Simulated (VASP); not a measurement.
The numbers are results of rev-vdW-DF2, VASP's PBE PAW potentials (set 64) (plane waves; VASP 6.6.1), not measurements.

VASP input:

POSCAR:
```
CsCl
1
    4.0592039535     0.0000000000     0.0000000000
    0.0000000000     4.0592039535     0.0000000000
    0.0000000000     0.0000000000     4.0592039535
Cs Cl
1 1
Direct
  0.0000000000   0.0000000000   0.0000000000
  0.5000000000   0.5000000000   0.5000000000
```

**INCAR**
```
! general
SYSTEM   = CsCl
PREC     = Accurate
ENCUT    = 520
LREAL    = F
LASPH    = T   ! aspherical one-centre terms

! electronic loop
EDIFF    = 1E-7   ! SCF stop (eV)
NELM     = 100
ALGO     = Normal   ! blocked Davidson
LMAXMIX  = 4

! smearing
ISMEAR   = 0
SIGMA    = 0.05   ! width (eV)

! functional
GGA      = MK
LUSE_VDW = T
AGGAC    = 0.0
PARAM1   = 0.1234568
PARAM2   = 0.7114
ZAB_VDW  = -1.8867

! ions
ISIF     = 2   ! forces and stress, cell fixed

! output
LWAVE    = F
LCHARG   = F
```

File KPOINTS:
```
Automatic mesh
0
Gamma
7 7 7
0 0 0
```

POTCAR, in this order: Cs_sv Cl (PBE.64 set). Program: vasp_std.

The resulting files:

### OSZICAR
```
       N       E                     dE             d eps       ncg     rms          rms(c)
DAV:   1     0.106896835446E+03    0.10690E+03   -0.72336E+03   480   0.118E+03
DAV:   2     0.413261050951E+01   -0.10276E+03   -0.96116E+02   748   0.191E+02
DAV:   3    -0.302281794974E+01   -0.71554E+01   -0.71305E+01   600   0.595E+01
DAV:   4    -0.309548137774E+01   -0.72663E-01   -0.72632E-01   588   0.725E+00
DAV:   5    -0.309652525854E+01   -0.10439E-02   -0.10438E-02   604   0.870E-01    0.223E+00
DAV:   6    -0.274482971474E+01    0.35170E+00   -0.61996E-01   552   0.460E+00    0.161E+00
DAV:   7    -0.270093668140E+01    0.43893E-01   -0.19316E-01   652   0.253E+00    0.952E-01
DAV:   8    -0.269864584796E+01    0.22908E-02   -0.13705E-02   572   0.905E-01    0.130E-01
DAV:   9    -0.269846161620E+01    0.18423E-03   -0.24613E-03   648   0.321E-01    0.103E-01
DAV:  10    -0.269856412315E+01   -0.10251E-03   -0.20094E-04   568   0.128E-01    0.189E-02
DAV:  11    -0.269857533355E+01   -0.11210E-04   -0.18194E-05   636   0.370E-02    0.463E-03
DAV:  12    -0.269857513335E+01    0.20020E-06   -0.61053E-06   584   0.154E-02    0.273E-03
DAV:  13    -0.269857497344E+01    0.15991E-06   -0.37288E-07   596   0.431E-03    0.102E-03
DAV:  14    -0.269857498573E+01   -0.12293E-07   -0.15190E-07   456   0.232E-03
   1 F= -.26985750E+01 E0= -.26985750E+01  d E =-.928998E-17
```

OUTCAR:
```
------------------------ aborting loop because EDIFF is reached ----------------------------------------
  FORCE on cell =-STRESS in cart. coord.  units (eV):
  Direction    XX          YY          ZZ          XY          YZ          ZX
  --------------------------------------------------------------------------------------
  Total        0.2447218      0.2447218      0.2447218     -0.0000000      0.0000000     -0.0000000
  in kB        5.8621995      5.8621995      5.8621995     -0.0000000      0.0000000     -0.0000000
  external PRESSURE =       5.8621995 kB  Pullay stress =       0.0000000 kB
  volume of cell :       66.88
      direct lattice vectors                 reciprocal lattice vectors
     4.059203953  0.000000000  0.000000000     0.246353721  0.000000000  0.000000000
     0.000000000  4.059203953  0.000000000     0.000000000  0.246353721  0.000000000
     0.000000000  0.000000000  4.059203953     0.000000000  0.000000000  0.246353721
 POSITION                                       TOTAL-FORCE (eV/Angst)
 -----------------------------------------------------------------------------------
      0.00000      0.00000      0.00000         0.000000      0.000000      0.000000
      2.02960      2.02960      2.02960         0.000000      0.000000      0.000000
 -----------------------------------------------------------------------------------
    total drift:                                0.000000      0.000000      0.000000
  FREE ENERGIE OF THE ION-ELECTRON SYSTEM (eV)
  ---------------------------------------------------
  free  energy   TOTEN  =        -2.6985749857 eV

  energy  without entropy=       -2.6985749857  energy(sigma->0) =       -2.69857499
```
(Selected blocks of OUTCAR.)

The compound is CsCl in the CsCl type structure. This cell is one point of a volume scan, at 0.97 of the reference volume.
